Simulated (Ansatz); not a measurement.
# In: do energies and stresses tell the same story?

These are results of DFT PBE+D3(BJ), scalar-relativistic, plane waves, PAW (Ansatz), not measurements.

Plane waves to 420 eV, a k mesh through Γ of 15×15×8 on the computed 2-atom cell and Gaussian smearing (0.10 eV); no spin polarisation.

Relaxed cell: P6_3/mmc, a = 3.329 Å, b = 3.329 Å, c = 5.468 Å, α = 90.00°, β = 90.00°, γ = 120.00°, 2 atoms in the primitive cell. This form isn't the element's structure at ambient conditions.

Energies at zero smearing and pressures from the stress tensor, at volumes with shape and atoms relaxed:
| V (Å³/atom) | E − E(first) (meV/atom) | P (GPa) |
| --- | --- | --- |
| 23.089 | 0.00 | 7.19 |
| 23.877 | -29.38 | 4.86 |
| 24.664 | -48.37 | 2.96 |
| 25.451 | -58.92 | 1.36 |
| 26.238 | -62.24 | 0.02 |
| 27.025 | -59.54 | -1.09 |
| 27.812 | -51.79 | -2.01 |
| 28.862 | -35.30 | -2.98 |

**Question.** Check P = −dE/dV between neighbouring volumes, and get the bulk modulus from the pressures alone.

**Answer.** With 1 eV/Å³ = 160.2 GPa:
```tsv
middle V (Å³/atom)	−ΔE/ΔV (GPa)	mean P (GPa)
23.483	5.981	6.024
24.270	3.866	3.911
25.057	2.147	2.160
25.844	0.676	0.689
26.631	-0.551	-0.537
27.419	-1.578	-1.550
28.337	-2.517	-2.493
```

The two differ by 0.05 GPa at most. The mean of two end pressures misses the average over a step by about ΔV² P″/12, up to 0.03 GPa here; with that taken off 0.02 GPa remains. Around V = 26.238 Å³/atom, the two neighbours give B = −V ΔP/ΔV = 26.238 × 2.45 / 1.574 = 40.9 GPa, against B0 = 40.3 GPa from the Birch–Murnaghan fit of the energies.